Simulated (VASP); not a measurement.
Input of a VASP 6.6.1 run:

INCAR

```
PREC = Accurate
ENCUT = 600
EDIFF = 1E-6
ISMEAR = 0
SIGMA = 0.1
LREAL = False
LASPH = True
NELM = 100
ALGO = Fast
ISIF = 3
LWAVE = False
LCHARG = False
GGA = PE
IBRION = 2
NSW = 100
EDIFFG = -0.01
```

Contents of KPOINTS:

```
Automatic mesh
0
Gamma
  28 28 28
```

File POSCAR:

```
B
1.0
    1.8848708665      0.0000000000      0.0000000000
    0.0000000000      1.8848708665      0.0000000000
    0.0000000000      0.0000000000      1.8848708665
B
1
Direct
    0.5000000000      0.5000000000      0.5000000000
```

Potentials or basis: VASP PAW PBE potentials, release 64 (B).

Command:

```console
$ cat potpaw_PBE.64/B/POTCAR > POTCAR
$ mpirun -np 1 vasp_std > vasp.out
```

(1) What does it give for the band gap on the k mesh?

## Answers

(1) none (metal or under the smearing width).

Caveat: the relaxation stopped at its first step, so nothing moved.
